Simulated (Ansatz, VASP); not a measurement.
# FeO in VASP and in Ansatz

The input INCAR:

```
SYSTEM = FeO
  ALGO = Normal
  EDIFF = 1E-6
  ENCUT = 520
  GGA = PE
  ISIF = 2
  ISMEAR = -1
  ISPIN = 2
  LASPH = .TRUE.
  LCHARG = .TRUE.
  LELF = .TRUE.
  LMAXMIX = 4
  LORBIT = 11
  LREAL = .FALSE.
  LVHAR = .TRUE.
  LWAVE = .FALSE.
  MAGMOM = 3 0
  NBANDS = 18
  NELM = 150
  PREC = Accurate
  SIGMA = 0.05
```

KPOINTS

```
k-points
0
G
  10 10 9
  0 0 0
```

POSCAR

```
FeO
1.0
    2.8636722478      0.0000000000      0.0000000000
   -1.4318361189      2.4800129182      0.0000000000
    0.0000000000      0.0000000000      2.7948022299
Fe O
1 1
Direct
    0.0000000000      0.0000000000      0.0000000000
    0.6666666667      0.3333333333      0.5000000000
```

The input input.yaml:

```yaml
crystal:
  lattice:
    - [2.8636722478, 0.0, 0.0]
    - [-1.4318361189, 2.4800129182, 0.0]
    - [0.0, 0.0, 2.7948022299]
  atoms:
    - { symbol: Fe, position: [0.0, 0.0, 0.0], spin: 3.0 }
    - { symbol: O, position: [0.6666666667, 0.3333333333, 0.5] }
hamiltonian:
  xc: pbe
  pseudopotentials: { kind: paw }
magnetization:
  spin_polarized: true
kpoints:
  mp_grid: { grid: [10, 10, 9] }
scf:
  occupations: { method: fermi_dirac, width: 0.05 }
output:
  forces: true
  stress: true
  eigenvalues: true
  write_density: true
  write_potential: true
  elf: true
  volumetric_format: npy
```

The cell comes from a database or a generator and needn't be the stable form of this composition.

Alike in both runs: task single point; functional PBE; k mesh 10 × 10 × 9; occupations fermi-dirac, width 0.05 eV; collinear spin.

|  | VASP | Ansatz |
| --- | --- | --- |
| version | VASP 6.6.1 | Ansatz 0.2.0 |
| potentials or method | VASP PAW PBE potentials, release 64 (Fe, O) | Ansatz PAW |
| plane-wave cutoff (eV) | 520 | 420 |
| valence electrons in the cell | 14 | 22 |

Ansatz gave:

```
gap on the k mesh at the Fermi level (eV)                     : none
pressure (GPa)                                                : -3.8
largest component of the traceless stress (GPa)               : 2.14
net moment per atom (μB)                                      : 2.00
size of the moment on the site where the two differ most (μB) : 3.45
```

Problem. What did VASP give for the same quantities?

Solution. gap on the k mesh at the Fermi level (eV): none; pressure (GPa): -3.7; largest component of the traceless stress (GPa): 2.43; net moment per atom (μB): 2.00; size of the moment on the site where the two differ most (μB): 3.57.

Site moments also hang on the region over which each program counts them. A gap of «none» marks a metal or a gap that the smearing closes. With one functional, cell and mesh, what is left measures potentials, basis and numerics. The two sets of potentials don't hold the same shells in valence.

Caveats: a cell with one magnetic atom can't hold antiferromagnetic order, which such compounds often take; semilocal functionals often make such compounds metallic where correlation or magnetic order opens a gap, which also shifts bond lengths; the pressure holds a Pulay correction of +0.6 GPa for the finite cutoff (Ansatz).
